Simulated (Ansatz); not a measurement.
Here is an unrelaxed guess for WS2.

```xyz
3
Lattice="3.7348 0.0000 0.0000 -1.8674 3.2345 0.0000 0.0000 0.0000 6.5374" Properties=species:S:1:pos:R:3 pbc="T T T"
W     0.0000    0.0000    3.2687
S     0.0000    2.1563    3.2687
S     1.8674    1.0782    3.2687
```

Computed with DFT PBE, scalar-relativistic, plane waves, PAW in Ansatz 0.2.0. Cutoff 420 eV; k points 6×6×4 on the computed 3-atom cell (Γ-centred); Gaussian smearing, width 0.10 eV; collinear spin from starting moments 0.0 0.0 0.0 μB.

Formation energies are uncorrected and refer to the elements' standard structures at the same level.

Q: Estimate its pressure, forces and energy as it stands.

A: The pressure is 57.0 GPa (the mean over three directions, positive in compression), the largest force is 0.00 eV/Å (symmetry fixes the atoms), and the energy is +2.71 eV/atom against the elements. The shortest distance is 2.16 Å.

Q: How much does it gain on relaxing, and where does it end?

A: Relaxing gains about 2.4 eV/atom (the start's value is from the coarse mesh, so the gain is rough) in 29 ionic steps and ends at +0.33 eV/atom on the finer mesh. The symmetry stays P6/mmm (No. 191). The volume per atom shrinks by 38.5 %, from 26.3 to 16.2 Å³. The shortest distance goes from 2.16 Å (W–S and S–S) to 2.51 Å (W–S and S–S). The ratio c/a of the conventional cell changes by a factor of 0.39. Conventional cell: a = 4.352 Å, c = 2.963 Å. W is surrounded by 6 S at 2.51 Å and 2 W at 2.96 Å; S is surrounded by 3 S at 2.51 Å, 3 W at 2.51 Å and 2 S at 2.96 Å.

The last run used a 12×12×16 mesh (in the run's order of axes) for its 3-atom cell and Gaussian smearing of 0.10 eV. Spin–orbit coupling, which can matter for W, is left out. The cell is a metal run without spin; a magnetic state may lie lower. The reference form of S is held partly by dispersion forces, which this level lacks. The relaxation can't lower the symmetry of the start. A structure relaxed within its symmetry needn't be a true minimum. Another cell of WS2 relaxed alike, in P6_3/mmc (a cell as deposited in COD), lies 1.17 eV/atom lower, so this cell isn't the stable form at this level.
